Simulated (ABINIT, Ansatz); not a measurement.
# ZnSe (Stilleite): one start, several treatments of the self-energy

How much does the gap of ZnSe (Stilleite) depend on the approximation to the self-energy?

Calculated with ABINIT 10.8.3; PBE and many-body steps on it, plane waves.

**The experiments to reproduce.**

- Gap 2.695 ± 0.003 eV: excitonic gap from free-exciton PL, not corrected for exciton binding; photoluminescence; 300 K; bulk crystal (Bridgman-grown crystal, polished and etched) (“Alloy Disordering Effects on the Thermal Conductivity and Energy Gap Temperature Dependence of Cd1−xZnxSe Ternary Crystals Grown by the Bridgman Method”, 2023, pmc:10253836).

## (1) Set-up

It takes space group F-43m (No. 216, cubic). Conventional cell: a = 5.668 Å, b = 5.668 Å, c = 5.668 Å, α = 90.00°, β = 90.00°, γ = 90.00°. Zn has 4 Se at 2.45 Å nearest. Se has 4 Zn at 2.45 Å nearest. Farther neighbours and most contacts between anions are not listed.

The cell and positions come from the Crystallography Open Database and are kept as given unless a step says otherwise.

## (2) Empty states on the mesh, 4×4×4 mesh, 322 bands

This step: ABINIT 10.8.3; DFT, PBE, plane waves, norm-conserving pseudopotentials.

The sums over transitions need many empty states on a uniform mesh; this step solves for them.

run.abi

```
acell 3*1.0 Angstrom
rprim 
  -0.000000000000 2.833800000000 2.833800000000
  2.833800000000 0.000000000000 2.833800000000
  2.833800000000 2.833800000000 -0.000000000000
ntypat 2
znucl 30 34
natom 2
typat 1 2
xred 
  0.000000000000 0.000000000000 0.000000000000
  0.250000000000 0.250000000000 0.250000000000
pp_dirpath "pseudos"
pseudos "Zn.upf, Se.upf"
ecut 48
ngkpt 4 4 4
nshiftk 1
shiftk 0 0 0
kptopt 1
chksymbreak 0
irdden 1
istwfk *1
nband 322
prtvol 0
optdriver 6
gwr_task "HDIAGO"
paral_kgb 0
occopt 1
indata_prefix "in"
outdata_prefix "out"
tmpdata_prefix "tmp"
```

Launch:

```sh
$ OMP_NUM_THREADS=1 mpirun -n 4 abinit run.abi > log
```

What it wrote:

```text
.Version 10.8.3 of ABINIT. v10.8.2 released Aug 2026.

 Symmetries : space group F-4 3 m (#216); Bravais cF (face-center cubic)
[... echo of the input left out ...]
== DATASET  1 ==================================================================
-   mpi_nproc: 4, omp_nthreads: 1 (-1 if OMP is not activated)

--- !DatasetInfo
iteration_state: {dtset: 1, }
dimensions: {natom: 2, nkpt: 8, mband: 322, nsppol: 1, nspinor: 1, nspden: 1, mpw: 4910, }
cutoff_energies: {ecut:  48.0, pawecutdg:  -1.0, }
[...]
Direct band gap semiconductor
 Fundamental gap:     1.289 (eV)
   VBM:     4.164 (eV) at k: [ 0.0000E+00,  0.0000E+00,  0.0000E+00]
   CBM:     5.453 (eV) at k: [ 0.0000E+00,  0.0000E+00,  0.0000E+00]
 Direct gap:         1.289 (eV) at k: [ 0.0000E+00,  0.0000E+00,  0.0000E+00]

== END DATASET(S) ==============================================================
================================================================================

 -outvars: echo values of variables after computation  --------
           etotal      0.0000000000E+00
            nband         322
             nkpt           8
          spgroup         216
 [... the other variables as echoed above ...]

 Calculation completed.
```

Wall time 4.9 min (4 MPI ranks of Intel Xeon Platinum 8259CL at 2.50GHz (Skylake/Cascade Lake), shared host); peak memory 5.4 GiB; 19 min of CPU time.

This step gave:

| Quantity | Value |
| --- | --- |
| gap | 1.289 eV |
| k of the valence top | 0, 0, 0 |
| k of the conduction bottom | 0, 0, 0 |
| least direct gap | 1.289 eV |
| k points computed | 8 |
| lowest point of the top converged band, above the valence top | 188.7951 eV |

On this mesh the gap is 1.289 eV.

The density comes from a self-consistent run that is not shown.

## (3) Screening, 4×4×4 mesh, 141 bands, screening to 176.9 eV

The RPA dielectric matrix is built and inverted for each q.

This step: RPA screening on PBE, plane waves, norm-conserving pseudopotentials.

Edit run.abi of step 2 so:

```diff
@@ -20,10 +20,11 @@
 chksymbreak 0
-irdden 1
 istwfk *1
-nband 322
-prtvol 0
-optdriver 6
-gwr_task "HDIAGO"
-paral_kgb 0
 occopt 1
+irdwfk 1
+optdriver 3
+nband 141
+ecuteps 6.5
+inclvkb 2
+awtr 1
+symchi 1
 indata_prefix "in"
```

What it wrote:

```text
.Version 10.8.3 of ABINIT. v10.8.2 released Aug 2026.

 Symmetries : space group F-4 3 m (#216); Bravais cF (face-center cubic)
[... echo of the input left out ...]
== DATASET  1 ==================================================================
-   mpi_nproc: 4, omp_nthreads: 1 (-1 if OMP is not activated)

--- !DatasetInfo
iteration_state: {dtset: 1, }
dimensions: {natom: 2, nkpt: 8, mband: 141, nsppol: 1, nspinor: 1, nspden: 1, mpw: 4910, }
cutoff_energies: {ecut:  48.0, pawecutdg:  -1.0, }
electrons: {nelect:   4.40000000E+01, charge:   0.00000000E+00, occopt:   1.00000000E+00, tsmear:   1.00000000E-02, }

 SCREENING: Calculation of the susceptibility and dielectric matrices

 Based on a program developped by R.W. Godby, V. Olevano, G. Onida, and L. Reining.
 Incorporated in ABINIT by V. Olevano, G.-M. Rignanese, and M. Torrent.
.Using double precision arithmetic ; gwpc =  8

[... cell and pseudopotentials left out ...]
--------------------------------------------------------------------------------

 ==== K-mesh for the wavefunctions ====
 Number of points in the irreducible wedge :     8
[... list of points left out ...]
 Together with 24 symmetry operations and time-reversal symmetry
 yields    64 points in the full Brillouin Zone.

 ==== Q-mesh for the screening function ====
 Number of points in the irreducible wedge :     8
[... list of points left out ...]
 Together with 24 symmetry operations and time-reversal symmetry
 yields    64 points in the full Brillouin Zone.

 setmesh: FFT mesh size selected  =    32x   32x   32
          total number of points  =        32768

 vcoul_init : cutoff-mode = AUXILIARY_FUNCTION
 q-points for optical limit:   1
     1)      0.000010    0.000020    0.000030

- screening: taking advantage of time-reversal symmetry
- Maximum band index for partially occupied states nbvw = 22
- Remaining bands to be divided among processors   nbcw = 119
- Number of bands treated by each node ~29

 Number of electrons calculated from density =   44.0000; Expected =   44.0000
 average of density, n =  0.143258
 r_s =    1.1856
 omega_plasma =   36.5103 [eV]

 calculating chi0 at frequencies [eV] :
  1    0.000000E+00    0.000000E+00
  2    0.000000E+00    3.651025E+01

--------------------------------------------------------------------------------
  q-point number  1        q = ( 0.000000, 0.000000, 0.000000) [r.l.u.]
--------------------------------------------------------------------------------
[... chi0 elements left out ...]
 For q-point:  0.000010 0.000020 0.000030
  dielectric constant =  13.5305
  dielectric constant without local fields =  14.4770

  Average fulfillment of the sum rule on Im[epsilon] for q-point    1 :     41.36  [%]
[... wings left out ...]
  q-point number  2        q = ( 0.250000, 0.000000, 0.000000) [r.l.u.]
--------------------------------------------------------------------------------
[... chi0 elements left out ...]
  Average fulfillment of the sum rule on Im[epsilon] for q-point    2 :     48.48  [%]

 [... 6 further q-points ...]
```

Wall time 3.8 min (4 MPI ranks); peak memory 1.4 GiB; 15 min of CPU time.

Numbers from this step:

| Quantity | Value |
| --- | --- |
| ε∞ with local fields, on this mesh, along the program's q direction | 13.53 |
| the same without local fields | 14.48 |
| plasma frequency | 36.51 eV |
| plane waves in the screening matrix | 259 |

Local fields lower ε∞ by 7 %. On a Γ-centred mesh this coarse the value itself is usually too large, while a short band sum pulls it down.

## (4) G0W0, Godby-Needs plasmon pole

The self-energy is evaluated for the states that the input lists, and the levels follow from it, in one-shot runs by the linearised quasiparticle equation.

This step: G0W0 on PBE, plane waves, norm-conserving pseudopotentials.

Edit run.abi of step 3 so:

```diff
@@ -23,8 +23,15 @@
 irdwfk 1
-optdriver 3
+optdriver 4
 nband 141
+gwcalctyp 0
+ecutsigx 48
+symsigma 1
+nkptgw 1
+kptgw 
+  0.0000000000 0.0000000000 0.0000000000
+bdgw 
+  20 26
 ecuteps 6.5
-inclvkb 2
-awtr 1
-symchi 1
+irdscr 1
+ppmodel 1
 indata_prefix "in"
```

What it wrote:

```text
.Version 10.8.3 of ABINIT. v10.8.2 released Aug 2026.

 Symmetries : space group F-4 3 m (#216); Bravais cF (face-center cubic)
[... echo of the input left out ...]
== DATASET  1 ==================================================================
-   mpi_nproc: 4, omp_nthreads: 1 (-1 if OMP is not activated)

--- !DatasetInfo
iteration_state: {dtset: 1, }
dimensions: {natom: 2, nkpt: 8, mband: 141, nsppol: 1, nspinor: 1, nspden: 1, mpw: 4910, }
cutoff_energies: {ecut:  48.0, pawecutdg:  -1.0, }
electrons: {nelect:   4.40000000E+01, charge:   0.00000000E+00, occopt:   1.00000000E+00, tsmear:   1.00000000E-02, }

 SIGMA: Calculation of the GW corrections

 Based on a program developped by R.W. Godby, V. Olevano, G. Onida, and L. Reining.
 Incorporated in ABINIT by V. Olevano, G.-M. Rignanese, and M. Torrent.
.Using double precision arithmetic ; gwpc =  8

[... cell and pseudopotentials left out ...]
--------------------------------------------------------------------------------

 ==== K-mesh for the wavefunctions ====
 Number of points in the irreducible wedge :     8
[... list of points left out ...]
 Together with 24 symmetry operations and time-reversal symmetry
 yields    64 points in the full Brillouin Zone.

 ==== Q-mesh for screening function ====
 Number of points in the irreducible wedge :     8
[... list of points left out ...]
 Together with 24 symmetry operations and time-reversal symmetry
 yields    64 points in the full Brillouin Zone.

 vcoul_init : cutoff-mode = AUXILIARY_FUNCTION
 q-points for optical limit:   1
     1)      0.000010    0.000020    0.000030
 setmesh: FFT mesh size selected  =    48x   48x   48
          total number of points  =       110592

 Number of electrons calculated from density =   44.0000; Expected =   44.0000
 average of density, n =  0.143258
 r_s =    1.1856
 omega_plasma =   36.5103 [eV]

 === KS Band Gaps ===
  >>>> For spin  1
   Minimum direct gap =   1.2885 [eV], located at k-point      :   0.0000  0.0000  0.0000
   Fundamental gap    =   1.2885 [eV], Top of valence bands at :   0.0000  0.0000  0.0000
                                       Bottom of conduction at :   0.0000  0.0000  0.0000
 SIGMA fundamental parameters:
 PLASMON POLE MODEL  1
 number of plane-waves for SigmaX                 4909
 number of plane-waves for SigmaC and W            259
 number of plane-waves for wavefunctions          4909
 number of bands                                   141
 number of independent spin polarizations            1
 number of spinorial components                      1
 number of k-points in IBZ                           8
 number of q-points in IBZ                           8
 number of symmetry operations                      24
 number of k-points in BZ                           64
 number of q-points in BZ                           64
 number of frequencies for dSigma/dE                 9
 frequency step for dSigma/dE [eV]                0.25
 number of omega for Sigma on real axis              0
 max omega for Sigma on real axis  [eV]           0.00
 zcut for avoiding poles [eV]                     0.10

 EPSILON^-1 parameters (SCR file):
 dimension of the eps^-1 matrix on file            259
 dimension of the eps^-1 matrix used               259
 number of plane-waves for wavefunctions          4909
 number of bands                                   141
 number of q-points in IBZ                           8
 number of frequencies                               2
 number of real frequencies                          1
 number of imag frequencies                          1

 matrix elements of self-energy operator (all in [eV])

 Perturbative Calculation

--- !SelfEnergy_ee
iteration_state: {dtset: 1, }
kpoint     : [   0.000,    0.000,    0.000, ]
spin       : 1
KS_gap     :    1.289
QP_gap     :    2.009
Delta_QP_KS:    0.720
data: !SigmaeeData |
     Band     E0 <VxcDFT>   SigX SigC(E0)      Z dSigC/dE  Sig(E)    E-E0       E
       20   4.164 -17.093 -19.827   1.964   0.801  -0.249 -17.710  -0.617   3.547
       21   4.164 -17.093 -19.827   1.964   0.801  -0.249 -17.710  -0.617   3.547
       22   4.164 -17.093 -19.827   1.964   0.801  -0.249 -17.710  -0.617   3.547
       23   5.453 -12.787  -8.817  -3.844   0.817  -0.223 -12.684   0.103   5.556
       24   9.979 -11.028  -6.246  -4.412   0.818  -0.223 -10.725   0.303  10.282
       25   9.979 -11.028  -6.246  -4.412   0.818  -0.223 -10.725   0.303  10.282
       26   9.979 -11.028  -6.246  -4.412   0.818  -0.223 -10.725   0.303  10.282

== END DATASET(S) ==============================================================
================================================================================

 -outvars: echo values of variables after computation  --------
           etotal      0.0000000000E+00
            nband         141
             nkpt           8
          spgroup         216
 [... the other variables as echoed above ...]

 Calculation completed.
```

Wall time 21 s (4 MPI ranks); peak memory 1.1 GiB.

Numbers from this step:

```yaml
g0w0_gap_on_the_points_computed: 2.009 eV
starting_gap_on_the_mesh: 1.289 eV
k_of_the_valence_top: 0, 0, 0
k_of_the_conduction_bottom: 0, 0, 0
z_at_the_valence_top: 0.801
z_at_the_conduction_bottom: 0.817
least_direct_g0w0_gap_on_the_computed_points: 2.009 eV
```

The gap on the mesh goes from 1.29 eV to 2.01 eV, a correction of +0.72 eV.

## (5) G0W0, Hybertsen-Louie plasmon pole

Edit run.abi of step 4 so:

```diff
@@ -35,3 +35,3 @@
 irdscr 1
-ppmodel 1
+ppmodel 2
 indata_prefix "in"
```

What it wrote:

```text
.Version 10.8.3 of ABINIT. v10.8.2 released Aug 2026.

 Symmetries : space group F-4 3 m (#216); Bravais cF (face-center cubic)
[... echo of the input left out ...]
== DATASET  1 ==================================================================
-   mpi_nproc: 4, omp_nthreads: 1 (-1 if OMP is not activated)

--- !DatasetInfo
iteration_state: {dtset: 1, }
dimensions: {natom: 2, nkpt: 8, mband: 141, nsppol: 1, nspinor: 1, nspden: 1, mpw: 4910, }
cutoff_energies: {ecut:  48.0, pawecutdg:  -1.0, }
electrons: {nelect:   4.40000000E+01, charge:   0.00000000E+00, occopt:   1.00000000E+00, tsmear:   1.00000000E-02, }

 SIGMA: Calculation of the GW corrections

 Based on a program developped by R.W. Godby, V. Olevano, G. Onida, and L. Reining.
 Incorporated in ABINIT by V. Olevano, G.-M. Rignanese, and M. Torrent.
.Using double precision arithmetic ; gwpc =  8

[... cell and pseudopotentials left out ...]
--------------------------------------------------------------------------------

 ==== K-mesh for the wavefunctions ====
 Number of points in the irreducible wedge :     8
[... list of points left out ...]
 Together with 24 symmetry operations and time-reversal symmetry
 yields    64 points in the full Brillouin Zone.

 ==== Q-mesh for screening function ====
 Number of points in the irreducible wedge :     8
[... list of points left out ...]
 Together with 24 symmetry operations and time-reversal symmetry
 yields    64 points in the full Brillouin Zone.

 vcoul_init : cutoff-mode = AUXILIARY_FUNCTION
 q-points for optical limit:   1
     1)      0.000010    0.000020    0.000030
 setmesh: FFT mesh size selected  =    48x   48x   48
          total number of points  =       110592

 Number of electrons calculated from density =   44.0000; Expected =   44.0000
[...]
number of q-points in BZ                           64
 number of frequencies for dSigma/dE                 9
 frequency step for dSigma/dE [eV]                0.25
 number of omega for Sigma on real axis              0
 max omega for Sigma on real axis  [eV]           0.00
 zcut for avoiding poles [eV]                     0.10

 EPSILON^-1 parameters (SCR file):
 dimension of the eps^-1 matrix on file            259
 dimension of the eps^-1 matrix used               259
 number of plane-waves for wavefunctions          4909
 number of bands                                   141
 number of q-points in IBZ                           8
 number of frequencies                               2
 number of real frequencies                          1
 number of imag frequencies                          1

 matrix elements of self-energy operator (all in [eV])

 Perturbative Calculation

--- !SelfEnergy_ee
iteration_state: {dtset: 1, }
kpoint     : [   0.000,    0.000,    0.000, ]
spin       : 1
KS_gap     :    1.289
QP_gap     :    2.026
Delta_QP_KS:    0.737
data: !SigmaeeData |
     Band     E0 <VxcDFT>   SigX SigC(E0)      Z dSigC/dE  Sig(E)    E-E0       E
       20   4.164 -17.093 -19.827   1.388   0.879  -0.137 -18.276  -1.183   2.981
       21   4.164 -17.093 -19.827   1.388   0.879  -0.137 -18.276  -1.183   2.981
       22   4.164 -17.093 -19.827   1.388   0.879  -0.137 -18.276  -1.183   2.981
       23   5.453 -12.787  -8.817  -4.473   0.887  -0.128 -13.234  -0.446   5.007
       24   9.979 -11.028  -6.246  -4.914   0.887  -0.128 -11.145  -0.117   9.862
       25   9.979 -11.028  -6.246  -4.914   0.887  -0.128 -11.145  -0.117   9.862
       26   9.979 -11.028  -6.246  -4.914   0.887  -0.128 -11.145  -0.117   9.862

== END DATASET(S) ==============================================================
================================================================================

 -outvars: echo values of variables after computation  --------
           etotal      0.0000000000E+00
            nband         141
             nkpt           8
          spgroup         216
 [... the other variables as echoed above ...]

 Calculation completed.
```

The job ended after 20 s (4 MPI ranks; peak memory 1.1 GiB).

Numbers from this step:

```
G0W0 gap on the points computed              : 2.026 eV
starting gap on the mesh                     : 1.289 eV
k of the valence top                         : 0, 0, 0
k of the conduction bottom                   : 0, 0, 0
Z at the valence top                         : 0.879
Z at the conduction bottom                   : 0.887
least direct G0W0 gap on the computed points : 2.026 eV
```

Against G0W0 in ABINIT (4×4×4 mesh, 141 bands, screening to 176.9 eV, Godby-Needs plasmon pole), the gap moves by +0.017 eV.

## (6) G0W0, von der Linden-Horsch plasmon pole

Edit run.abi of step 5 so:

```diff
@@ -35,3 +35,3 @@
 irdscr 1
-ppmodel 2
+ppmodel 3
 indata_prefix "in"
```

What it wrote:

```text
.Version 10.8.3 of ABINIT. v10.8.2 released Aug 2026.

 Symmetries : space group F-4 3 m (#216); Bravais cF (face-center cubic)
[... echo of the input left out ...]
== DATASET  1 ==================================================================
-   mpi_nproc: 4, omp_nthreads: 1 (-1 if OMP is not activated)

--- !DatasetInfo
iteration_state: {dtset: 1, }
dimensions: {natom: 2, nkpt: 8, mband: 141, nsppol: 1, nspinor: 1, nspden: 1, mpw: 4910, }
cutoff_energies: {ecut:  48.0, pawecutdg:  -1.0, }
[...]
24   9.979 -11.028  -6.246  -5.045   0.902  -0.108 -11.265  -0.237   9.742
       25   9.979 -11.028  -6.246  -5.045   0.902  -0.108 -11.265  -0.237   9.742
       26   9.979 -11.028  -6.246  -5.045   0.902  -0.108 -11.265  -0.237   9.742

== END DATASET(S) ==============================================================
================================================================================

 -outvars: echo values of variables after computation  --------
           etotal      0.0000000000E+00
            nband         141
             nkpt           8
          spgroup         216
 [... the other variables as echoed above ...]

 Calculation completed.
```

Wall time 15 s (4 MPI ranks); peak memory 1 GiB; 57 s of CPU time.

This step gave:

| Property | Result |
| --- | --- |
| G0W0 gap on the points computed | 2.005 eV |
| starting gap on the mesh | 1.289 eV |
| k of the valence top | 0, 0, 0 |
| k of the conduction bottom | 0, 0, 0 |
| least direct G0W0 gap on the computed points | 2.005 eV |

Against G0W0 in ABINIT (4×4×4 mesh, 141 bands, screening to 176.9 eV, Godby-Needs plasmon pole), the gap moves by −0.004 eV.

(Part 1 of 2 ends here.)

[Paths, hosts, dates, memory and timing lines, banners, echoed tables and standing remarks are left out of the program output.]

[Logs are printed without paths, hosts, clocks, repeated set-up lines and the standing remarks that a program may print on its own settings, such as how far it seeks lower states.]

[Runs of the session that timed out or met a known fault of the program may be left out.]

[Hosts, paths, dates, database ids (printed as entryN), source tags and the programs' standing remarks are cut or masked in the printed files.]

[G0W0 gaps are taken among the corrected bands and points alone; a level outside them can change the order at an edge.]

[Where Ansatz stands beside ABINIT at settings called matched, ABINIT's density can come from a denser mesh and the files from another edition; pairs whose starting gaps differed by over 0.03 eV were left out, so agreement reads better than it is.]
